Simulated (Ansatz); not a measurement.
A run of Ansatz 0.2.0:

input.yaml

```yaml
crystal:
  lattice:
    - [0.0, 2.17900131, 2.17900131]
    - [2.17900131, 0.0, 2.17900131]
    - [2.17900131, 2.17900131, 0.0]
  atoms:
    - { symbol: Ta, position: [0.5, 0.5, 0.5], spin: 3.0 }
    - { symbol: "N", position: [0.0, 0.0, 0.0] }
kpoints:
  mp_grid: { grid: [7, 7, 7] }
scf:
  occupations: { method: gaussian, width: 0.05 }
hamiltonian:
  xc: pbe
  pseudopotentials: { kind: all_electron, lapw: { basis_error: 0.001 } }
magnetization:
  spin_polarized: true
  initial_magnetization: 3.0
  spin_locking: { lock_magnetization: hard }
output:
  forces: true
  stress: true
  eigenvalues: true
```

Potentials or basis: all-electron LAPW, scalar-relativistic.

Command:

```bash
$ ansatz run input.yaml --threads 1 --pin off --max-ram 3072MiB --backend cpu --events-out ev --progress --plain --runs-dir out
```

Hardware: 1 thread of Arm Neoverse V1, on a shared host.

Question: Estimate the wall time of this run.

Answer: Wall time 17 s on 1 thread of Arm Neoverse V1, with other jobs on the host, peak memory 0.36 GiB. Counts: scf iterations 10, plane waves 331, k points 20, bands 32.
